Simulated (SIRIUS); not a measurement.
Runs of SIRIUS 7.10.0 on BaTiO3. The typed cell holds 5 atoms: a = 4.004 Å, b = 4.004 Å, c = 4.004 Å, α = 89.85°, β = 89.85°, γ = 89.85°. 

```tsv
potentials or basis	cutoff (eV)	radial cutoff for the potentials' integrals	gap on the mesh (eV)	pressure (GPa)	largest force (eV/Å)
SG15 1.2 PBE (norm-conserving)	1152	6.5 bohr	3.04	9.4	2.14
JTH 2.0 PBE (PAW)	611	-	3.00	(b)	2.09
in-house norm-conserving set, PBE (scalar relativistic)	1254	6.5 bohr	3.01	9.3	(a)
SSSP 1.3.0 PBE efficiency	828	-	3.00	9.7	2.08
PseudoDojo 0.4.1 PBE standard (scalar relativistic)	1152	6.5 bohr	3.02	9.7	2.07
GBRV 1.5 PBE (ultrasoft)	557	-	3.01	10.6	2.13
PseudoDojo 0.4 PBE stringent (scalar relativistic)	1254	6.5 bohr	3.02	9.1	2.08
```

Alike in all rows: task single point; level PBE; no spin polarisation; cell all atoms moved at random; k mesh 3 × 3 × 3; smearing fermi-dirac 0.05 eV; the mesh is coarse, so values aren't converged.

Question: Estimate the missing entries.

Answer: (a) 2.10; (b) 10.7.

Caveats: all runs use coarse meshes; spin-orbit coupling is left out, which moves the levels of the heavy elements; an odd mesh through Γ misses points on the zone boundary, where band edges often lie; forces of over 1 eV/Å show positions far from the minimum, so gaps and moduli don't describe the material at rest; this release of the barium file is off (some runs).

A k mesh can miss the band edges, and the runs leave out spin-orbit coupling on Ba.
